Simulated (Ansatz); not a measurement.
## A sublattice moved along a line in SnO2

Theory: DFT PBE+D3(BJ), scalar-relativistic, plane waves, PAW in Ansatz. The runs took a 420 eV cutoff, a Γ-centred 12×12×4 mesh and Gaussian smearing (0.05 eV). No spin polarisation. Energies are free energies at this smearing, counted from the undisturbed cell; pressure is positive in compression.

Zero of the scan (relaxed at this level; this form isn't the usual structure):

```
CELL_PARAMETERS angstrom
3.21157 0.00000 0.00000
-1.60579 2.78130 0.00000
0.00000 0.00000 10.34276
ATOMIC_POSITIONS crystal
Sn 0.00000 0.00000 0.50000
Sn 0.00000 0.00000 0.00000
O 0.66667 0.33333 0.40187
O 0.66667 0.33333 0.09813
O 0.33333 0.66667 0.59813
O 0.33333 0.66667 0.90187
```

Every O atom is moved by x along the Cartesian unit vector (0.000, -0.674, 0.738); the cell and all other atoms stay fixed.

```
  x (Å)  ΔE (meV/cell) force along x on the moved atoms (eV/Å) pressure (GPa) gap on the mesh (eV)
-0.5000         5408.1                                    25.70               ?                     ?
-0.2500         1171.4                                        ?               ?                  1.87
 0.0000            0.0                                     0.00             0.0                  2.08
 0.0625           69.9                                    -2.25             0.3                  2.07
 0.1250          282.4                                    -4.57             1.1                  2.02
 0.1875          645.1                                    -7.07             2.5                  1.96
 0.3125         1880.9                                   -12.94             7.3                  1.62
 0.3750         2799.4                                   -16.54            10.7                  1.32
 0.4375         3961.0                                   -20.74            15.1                  1.03
```

By symmetry 0.5000 repeats -0.5000, -0.3750 repeats 0.3750, 0.2500 repeats -0.2500, -0.1250 repeats 0.1250 in energy; the slope of the energy along the path changes sign there.

(1) Give the withheld values.

## Answers

(1) pressure (GPa) at x (Å) = -0.5000: 20.4; gap on the mesh (eV) at x (Å) = -0.5000: 0.76; force along x on the moved atoms (eV/Å) at x (Å) = -0.2500: 9.83; pressure (GPa) at x (Å) = -0.2500: 4.5.

Cost: 9 runs of about 6.6 core-minutes in all, on Arm Neoverse V1 (shared hosts).